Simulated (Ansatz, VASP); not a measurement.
TiC: VASP beside Ansatz

The input INCAR:

```
SYSTEM = TiC
PREC = Accurate
ENCUT = 600
EDIFF = 1E-6
ISMEAR = -1
SIGMA = 0.05
LREAL = .FALSE.
LASPH = .TRUE.
NELM = 100
ALGO = Normal
ISIF = 3
LWAVE = .FALSE.
LCHARG = .FALSE.
GGA = RE
IVDW = 13
IBRION = 2
NSW = 60
EDIFFG = -0.01
```

KPOINTS

```
Automatic mesh
0
G
  10 10 10
  0 0 0
```

Contents of POSCAR:

```
TiC
1.0
    3.0420900000      0.0000000000      0.0000000000
   -1.5210400000      2.6345200000      0.0000000000
    0.0000000000      0.0000000000      2.6979700000
Ti C
1 1
Direct
    0.0000000000      0.0000000000      0.5000000000
    0.3333300000      0.6666700000      0.0000000000
```

Contents of input.yaml:

```yaml
crystal:
  lattice:
    - [3.04209, 0.0, 0.0]
    - [-1.52104, 2.63452, 0.0]
    - [0.0, 0.0, 2.69797]
  atoms:
    - { symbol: Ti, position: [0.0, 0.0, 0.5] }
    - { symbol: C, position: [0.33333, 0.66667, 0.0] }
hamiltonian:
  xc: revpbe
  pseudopotentials: { kind: paw }
  dispersion: d4
kpoints:
  mp_grid: { grid: [10, 10, 10] }
scf:
  occupations: { method: fermi_dirac, width: 0.05 }
output:
  forces: true
  stress: true
  eigenvalues: true
relax:
  f_tol: 0.01
  max_steps: 40
  cell: { stress_tol: 0.05 }
```

The cell was built by a generator and needn't be a form met in nature.

Alike in both runs: task relaxation of cell and atoms; functional revPBE; dispersion D4; k mesh 10 × 10 × 10; occupations fermi-dirac, width 0.05 eV; no spin polarisation.

|  | VASP | Ansatz |
| --- | --- | --- |
| version | VASP 6.6.1 | Ansatz 0.2.0 |
| potentials or method | VASP PAW PBE potentials, release 64 (Ti_sv, C) | Ansatz PAW |
| plane-wave cutoff (eV) | 600 | 420 |
| valence electrons in the cell | 16 | 16 |

|  | VASP | Ansatz | Ansatz less VASP |
| --- | --- | --- | --- |
| gap on the k mesh at the Fermi level, each at its own relaxed structure (eV) | none | none | - |
| relaxed volume (Å³/atom) | 10.55 | 10.56 | +0.004 |
| relaxed cell length with the largest relative difference (Å) | 3.011 | 3.012 | +0.0008 |
| energy change over the relaxation (meV/atom) | -4 | -4 | 0.0 |

A gap of «none» marks a metal or a gap that the smearing closes.

Caveats: pairwise dispersion overbinds metals, which lowers pressure and volume; the PAW data sets were made with another functional, which shifts forces and pressure a little (VASP); the plane-wave basis is chosen anew once the cell has moved, so the energies of steps on either side of that aren't comparable (Ansatz); the PAW data sets come from PBE, with cores solved anew for the run's functional, which leaves a small shift of forces and pressure (Ansatz).
